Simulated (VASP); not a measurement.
# GaN in VASP: further runs

One sheet, GaN, is run at these levels: r2SCAN+rVV10; tasks: single point.

All numbers are computed with VASP 6.6.1; they aren't measurements. Logs are shortened: lines on timing, memory, paths and dates and some standing lists are left out, and cuts for length are marked.

### 1 The structure

The cell holds a sheet with vacuum, 2 atoms: a = 3.178 Å, b = 3.178 Å, c = 23.800 Å, α = 90.00°, β = 90.00°, γ = 120.00°.

The cell was built by a generator and needn't be a form met in nature.

### 2 Single point, r2SCAN+rVV10

File POSCAR:

```
GaN
1.0
    3.1783946424      0.0000000000      0.0000000000
   -1.5891973212      2.7525705036      0.0000000000
    0.0000000000      0.0000000000     23.8000000000
Ga N
1 1
Direct
    0.3333333333      0.6666666667      0.2941176471
    0.6666666667      0.3333333333      0.2941176471
```

File INCAR.step1:

```
  PREC = Accurate
  ENCUT = 520
  ISMEAR = 0
  SIGMA = 0.03
  LREAL = F
  LASPH = T
  NELM = 100
  LDIPOL = T
  IDIPOL = 3
  DIPOL = 0.5 0.5 0.294
  NBANDS = 16
  GGA = PE
  ALGO = Normal
  EDIFF = 1E-4
  LWAVE = T
  LCHARG = F
```

File INCAR.step2:

```
  PREC = Accurate
  ENCUT = 520
  EDIFF = 1E-6
  ISMEAR = 0
  SIGMA = 0.03
  LREAL = F
  LASPH = T
  NELM = 100
  ALGO = Normal
  ISIF = 2
  LWAVE = F
  LCHARG = T
  LDIPOL = T
  IDIPOL = 3
  DIPOL = 0.5 0.5 0.294
  METAGGA = R2SCAN
  LMIXTAU = T
  LUSE_VDW = T
  IVDW_NL = 2
  BPARAM = 11.95
  CPARAM = 0.0093
  LELF = T
  LVHAR = T
  LVACPOTAV = T
  NBANDS = 16
  ISTART = 1
```

File KPOINTS:

```
Automatic mesh
0
Gamma
  12 12 1
```

Potentials or basis: VASP PAW PBE potentials, release 64 (Ga_d, N).

The run is started by

```sh
$ cat potpaw_PBE.64/Ga_d/POTCAR potpaw_PBE.64/N/POTCAR > POTCAR
$ cp INCAR.step1 INCAR
$ mpirun -np 1 vasp_std > vasp.out
$ cp INCAR.step2 INCAR
$ mpirun -np 1 vasp_std > vasp.out
```

OUTCAR:

```text
PREC = Accurate
   ENCUT = 520
   EDIFF = 1E-6
   ISMEAR = 0
   LREAL = F
   LASPH = T
   NELM = 100
   ISIF = 2
   METAGGA = R2SCAN
   IVDW_NL = 2
   BPARAM = 11.95
   ISTART = 1

 ion  position               nearest neighbor table
   1  0.333  0.667  0.294-   2 1.84   2 1.84   2 1.84
   2  0.667  0.333  0.294-   1 1.84   1 1.84   1 1.84

  LATTYP: Found a hexagonal cell.
 ALAT       =     3.1783946424
 C/A-ratio  =     7.4880569211

  Lattice vectors:

 A1 = (   3.1783946424,   0.0000000000,   0.0000000000)
 A2 = (  -1.5891973212,   2.7525705036,   0.0000000000)
 A3 = (   0.0000000000,   0.0000000000,  23.8000000000)

Analysis of symmetry for initial positions (statically):
=====================================================================
 Subroutine PRICEL returns:
 Original cell was already a primitive cell.

 Routine SETGRP: Setting up the symmetry group for a
 hexagonal supercell.

 Subroutine GETGRP returns: Found 12 space group operations
 (whereof  6 operations were pure point group operations)
 out of a pool of 24 trial point group operations.

The static configuration has the point symmetry C_3v.
 The point group associated with its full space group is D_3h.

Analysis of symmetry for dynamics (positions and initial velocities):
=====================================================================
 Subroutine PRICEL returns:
 Original cell was already a primitive cell.

 Routine SETGRP: Setting up the symmetry group for a
 hexagonal supercell.

 Subroutine GETGRP returns: Found 12 space group operations
 (whereof  6 operations were pure point group operations)
 out of a pool of 24 trial point group operations.

The dynamic configuration has the point symmetry C_3v.
 The point group associated with its full space group is D_3h.

 Subroutine INISYM returns: Found 12 space group operations
 (whereof  6 operations are pure point group operations),
 and found     1 'primitive' translations

----------------------------------------------------------------------------------------

                                     Primitive cell

  volume of cell :     208.2204

  direct lattice vectors                    reciprocal lattice vectors
     3.178394642  0.000000000  0.000000000     0.314624240  0.181648390  0.000000000
    -1.589197321  2.752570504  0.000000000     0.000000000  0.363296780  0.000000000
     0.000000000  0.000000000 23.800000000     0.000000000  0.000000000  0.042016807
[... 82 lines left out ...]
   IBRION =     -1    ionic relax: 0-MD 1-quasi-New 2-CG
   NFREE  =      0    steps in history (QN), initial steepest desc. (CG)
   ISIF   =      2    stress and relaxation
   ISYM   =      2    0-nonsym 1-usesym 2-fastsym
   POTIM  = 0.5000    time-step for ionic-motion
   TEBEG  =    0.0;   TEEND  =   0.0 temperature during run
   PSTRESS=    0.0 pullay stress
   NELECT =      18.0000    total number of electrons
   NUPDOWN=      -1.0000    fix difference up-down
   EMIN   =  10.00;   EMAX   =-10.00  energy-range for DOS
   EFERMI =   0.00;   METHOD = LEGACY
   ISMEAR =     0;   SIGMA  =   0.03  broadening in eV -4-tet -1-fermi 0-gaus
   EFERMI_NEDOS =   21; number of points for ismear=-14 and -15
   IALGO  =     38    algorithm
   IMIX   =      4    mixing-type and parameters
     AMIX     =   0.40;   BMIX     =  1.00
     AMIX_MAG =   1.60;   BMIX_MAG =  1.00
  volume/ion in A,a.u.               =     104.11       702.57
  Fermi-wavevector in a.u.,A,eV,Ry     =   0.723866  1.367908  7.129199  0.523981
  Thomas-Fermi vector in A             =   1.814190
   LORBIT       =      0    0 simple, 1 ext, 2 COOP (PROOUT), +10 PAW based schemes
   METAGGA = R2SCAN    functional components
   LHFCALC =     F    Hartree Fock is set to
   AEXX    =    0.0000 exact exchange contribution
   IVDW_NL    =     2    kernel type
   BPARAM     =11.9500
   IVDW    =     0    specifies the selected vdW correction
   LEPSILON=     F    determine dielectric tensor
   LRPA    =     F    only Hartree local field effects (RPA)
 non-spin polarized calculation
 Gauss-broadening in eV      SIGMA  =   0.03
  energy-cutoff  :      520.00
  volume of cell :      208.22
 maximum number of plane-waves:      5641
 NGX is ok and might be reduce to    24
   NGX = 11   NGY = 11   NGZ = 89

 number of electron      17.9999993 magnetization

 dipolmoment           0.000000      0.000000      0.000001 electrons x Angstroem

 Free energy of the ion-electron system (eV)
  ---------------------------------------------------
  ext. energy  EPLUGINS =         0.00000000
  ---------------------------------------------------
  free energy    TOTEN  =       -20.29673734 eV

  energy without entropy =      -20.29673734  energy(sigma->0) =      -20.29673734

 E-fermi :  -4.3080     XC(G=0):  -1.8575

 val. band max:       -4.4376040971   @ k =   0.3333   0.3333   0.0000
 cond. band min:      -1.7056345564   @ k =   0.0000   0.0000   0.0000
 fundamental gap:      2.7319695407
 Fermi energy:        -4.3079971002

 k-point     1 :       0.0000    0.0000    0.0000
  band No.  band energies     occupation
      1     -20.5096      2.00000
      2     -18.0817      2.00000
      3     -18.0817      2.00000
      4     -17.7674      2.00000
      5     -17.7673      2.00000
      6     -17.1823      2.00000
[... 338 lines left out ...]
      3     -17.8905      2.00000
      4     -17.8261      2.00000
      5     -17.7276      2.00000
      6     -15.7165      2.00000
[... 8 lines left out ...]
     15       7.4595      0.00000
     16       7.7264      0.00000

------------------------ aborting loop because EDIFF is reached ----------------------------------------

  FORCE on cell =-STRESS in cart. coord.  units (eV):
  Direction    XX          YY          ZZ          XY          YZ          ZX
  --------------------------------------------------------------------------------------
  -------------------------------------------------------------------------------------
  Total        0.2704544      0.2704544     -0.0105122     -0.0000000      0.0000000      0.0000000
  in kB        2.0810448      2.0810448     -0.0808874     -0.0000000      0.0000000      0.0000000
  external PRESSURE =       1.3604007 kB  Pullay stress =       0.0000000 kB

 VOLUME and BASIS-vectors are now :
 -----------------------------------------------------------------------------
  energy-cutoff  :      520.00
  volume of cell :      208.22
      direct lattice vectors                 reciprocal lattice vectors
     3.178394642  0.000000000  0.000000000     0.314624240  0.181648390  0.000000000
    -1.589197321  2.752570504  0.000000000     0.000000000  0.363296780  0.000000000
     0.000000000  0.000000000 23.800000000     0.000000000  0.000000000  0.042016807

 POSITION                                       TOTAL-FORCE (eV/Angst)
 -----------------------------------------------------------------------------------
     -0.00000      1.83505      7.00000         0.000000     -0.000000     -0.000000
      1.58920      0.91752      7.00000         0.000000      0.000000      0.000000
 -----------------------------------------------------------------------------------
    total drift:                                0.000018     -0.000010     -0.000069

  FREE ENERGIE OF THE ION-ELECTRON SYSTEM (eV)
  ---------------------------------------------------
  free  energy   TOTEN  =       -20.2967373427 eV

  energy  without entropy=      -20.2967373427  energy(sigma->0) =      -20.29673734

 vacuum level on the upper side and lower side of the slab         1.110         1.110
```

OSZICAR.step1:

```text
N       E                     dE             d eps       ncg     rms          rms(c)
DAV:   1     0.115959463231E+03    0.11596E+03   -0.77363E+03   624   0.913E+02
DAV:   2     0.526814393223E+01   -0.11069E+03   -0.10136E+03   784   0.217E+02
DAV:   3    -0.135274437316E+02   -0.18796E+02   -0.18580E+02   688   0.860E+01
[... 11 lines left out ...]
DAV:  15    -0.114426409387E+02    0.16494E-02   -0.36003E-03   800   0.111E+00    0.212E-01
DAV:  16    -0.114424797239E+02    0.16121E-03   -0.99369E-04   864   0.386E-01    0.122E-01
DAV:  17    -0.114431274147E+02   -0.64769E-03   -0.25949E-03   768   0.864E-01    0.102E-01
DAV:  18    -0.114433245211E+02   -0.19711E-03   -0.49140E-04   672   0.148E-01    0.140E-01
DAV:  19    -0.114432361888E+02    0.88332E-04   -0.41038E-05   496   0.133E-01
   1 F= -.11443236E+02 E0= -.11443236E+02  d E =-.204757E-18
```

Run time: 6 min. Hardware: 1 thread of Intel Xeon 6975P-C (Granite Rapids), shared host; peak memory 0.71 GiB.

Results:

- Free energy: -20.2967 eV
- Band gap on the k mesh: 2.73 eV, indirect (least direct gap 2.89 eV)
- Ionisation potential of the upper face: 5.55 eV

Caveat: the PAW data sets were made with another functional, which shifts forces and pressure a little. r2SCAN opens gaps a little over a GGA but as a rule still falls short of measured ones.

[end of part 1 of 2]
